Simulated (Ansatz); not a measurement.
Crystal: W.

```xyz
1
Lattice="0.0000 2.0300 2.0300 2.0300 0.0000 2.0300 2.0300 2.0300 0.0000" Properties=species:S:1:pos:R:3 pbc="T T T"
W     0.0000    0.0000    0.0000
```

This isn't the form of W at room conditions, which is bcc.

- Program: Ansatz 0.2.0
- Task: relaxation of cell and atoms
- Functional: PBEsol
- Potentials or basis: all-electron LAPW, scalar-relativistic
- Basis error allowed: 0.001 eV/atom
- k mesh: 11 × 11 × 11
- Occupations: fermi-dirac, width 0.05 eV
- Spin: no spin polarisation

At the start: volume 16.73 Å³/atom.

Problem. Where does the relaxation end?

Solution. Over 5 steps the energy falls by 29.9 meV/atom and the volume is 16.00 Å³/atom (-4.4 %); space group Fm-3m (No. 225, to 0.05 Å).

The path:
| step | energy change (eV) | largest force (eV/Å) | volume (Å³) |
| --- | --- | --- | --- |
| 1 | 0.0000 | 0.0000 | 16.73 |
| 2 | -0.0293 | 0.0000 | 16.10 |
| 3 | -0.0299 | 0.0000 | 15.99 |
| 4 | -0.0299 | 0.0000 | 16.00 |
| 5 | -0.0299 | 0.0000 | 16.00 |

Final structure:
```cif
data_structure
_symmetry_space_group_name_H-M 'P 1'
_symmetry_Int_Tables_number 1
_cell_length_a 2.8285
_cell_length_b 2.8285
_cell_length_c 2.8285
_cell_angle_alpha 60.000
_cell_angle_beta 60.000
_cell_angle_gamma 60.000
_cell_volume 16.00
loop_
_atom_site_label
_atom_site_type_symbol
_atom_site_fract_x
_atom_site_fract_y
_atom_site_fract_z
_atom_site_occupancy
W1 W 0.00000 0.00000 0.00000 1
```
